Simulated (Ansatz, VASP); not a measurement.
Pt in VASP and in Ansatz

```
CELL_PARAMETERS angstrom
0.00000 1.95901 1.95901
1.95901 0.00000 1.95901
1.95901 1.95901 0.00000
ATOMIC_POSITIONS crystal
Pt 0.00000 0.00000 0.00000
```

Alike in both runs: functional PBEsol; k mesh 36 × 36 × 36; occupations gaussian, width 0.1 eV; no spin polarisation.

Ansatz relaxed the structure, and its values are those at the end. VASP's run is a single point on that final structure, the one shown.

|  | VASP | Ansatz |
| --- | --- | --- |
| version | VASP 6.6.1 | Ansatz 0.2.0 |
| potentials or method | VASP PAW PBE potentials, release 64 (Pt) | scalar-relativistic, plane waves, PAW |
| plane-wave cutoff (eV) | 520 | 420 |
| valence electrons in the cell | 10 | 18 |

|  | VASP | Ansatz | Ansatz less VASP |
| --- | --- | --- | --- |
| gap on the k mesh at the Fermi level (eV) | none | none | - |
| pressure (GPa) | -0.4 | 0.0 | +0.42 |

A gap of «none» marks a metal or a gap that the smearing closes. The functional is the same, so the differences come from potentials, cutoffs and numerics. The two sets of potentials don't hold the same shells in valence.

Caveats: the PAW data sets were made with another functional, which shifts forces and pressure a little (VASP). The runs have no spin-orbit coupling, so splittings on Pt are missing.
